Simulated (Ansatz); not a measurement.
# Tellurium, beta-Sn type under BLYP: structure, energy and stiffness

Aim: take tellurium in the beta-Sn type structure, relax it, solve it on a dense k-mesh, then scale the cell to 7 volumes from 88 to 112 % of the relaxed one and try a fit of the equation of state. Spin polarisation is left out. The k-meshes are 11×11×8 for the relaxation; 19×19×10 for the dense run; 13×13×7 for the volumes.

Method: DFT BLYP, plane waves (420 eV) with PAW, scalar-relativistic; the PAW data stem from PBE, with regenerated cores, in Ansatz 0.2.0.

## (1) The structure to begin with

Symmetry: I4_1/amd, No. 141, tetragonal system. The conventional cell has a = 6.053 Å, b = 6.053 Å, c = 3.305 Å, α = 90.00°, β = 90.00°, γ = 90.00°. Te (site symmetry -4m2) is surrounded by 6 Te at 3.14 to 3.31 Å.

Coordinates:

```xyz
2
Lattice="-3.0267 3.0267 1.6526 3.0267 -3.0267 1.6526 3.0267 3.0267 -1.6526" Properties=species:S:1:pos:R:3 pbc="T T T"
Te    0.0000    0.0000    0.0000
Te    0.0000    3.0267    0.8263
```

## (2) Relaxation of the cell

File input.yaml:

```yaml
crystal:
  lattice:
    - [-3.0267059219, 3.0267059219, 1.6525814334]
    - [3.0267059219, -3.0267059219, 1.6525814334]
    - [3.0267059219, 3.0267059219, -1.6525814334]
  atoms:
    - { symbol: Te, position: [0.0, 0.0, 0.0] }
    - { symbol: Te, position: [0.75, 0.25, 0.5] }
hamiltonian:
  xc: blyp
  pseudopotentials:
    kind: paw
    azcp:
      Te: "pseudopotentials/Te.paw.azcp"
basis:
  ecutwfc: 420
  fft_grid_basis: typed
kpoints:
  mp_grid: { grid: [11, 11, 8], shift: [0, 0, 0] }
magnetization:
  spin_polarized: false
scf:
  occupations: { method: fermi_dirac, width: 0.1 }
relax:
  max_steps: 60
  f_tol: 0.01
  cell: {}
output:
  write_density: true
  write_potential: true
  elf: true
  volumetric_format: npy
```

The runs that follow: Dense single point; At 88 % of the relaxed volume; At 92 % of the relaxed volume; At 96 % of the relaxed volume; At 100 % of the relaxed volume; At 104 % of the relaxed volume; At 108 % of the relaxed volume; At 112 % of the relaxed volume.

**Question.** What will these runs give? Wanted: space group; conventional cell; volume; shortest distance; gap on the mesh; relative to trigonal tellurium; V₀, B₀, B₀′.

**Answer**, as computed:

```
                      quantity                                               value
space group (spins left aside)                                       C2/c (No. 15)
             conventional cell  a = 3.273 Å, b = 15.909 Å, c = 5.461 Å, β = 90.58°
                        volume                                      71.075 Å³/atom
             shortest distance                                             2.985 Å
               gap on the mesh                        none (levels filled in part)
relative to trigonal tellurium                                        +87 meV/atom
                   V₀, B₀, B₀′                       71.232 Å³/atom, 17.4 GPa, 4.7
```

In words: From the guessed start the volume grew by 134.7 % in 50 steps. What began as beta-Sn type has relaxed into C2/c. What follows belongs to that structure, not to the type named at the start. The mesh has less symmetry than the lattice, which may have let the distortion in. It lies 87 meV/atom above the element's reference form at the same level (trigonal tellurium, from a run of its own). Levels at the Fermi energy are filled in part, as in a metal. B₀ comes out at 17.4 GPa, a soft solid; letting shape and positions relax at each volume could only lower it.
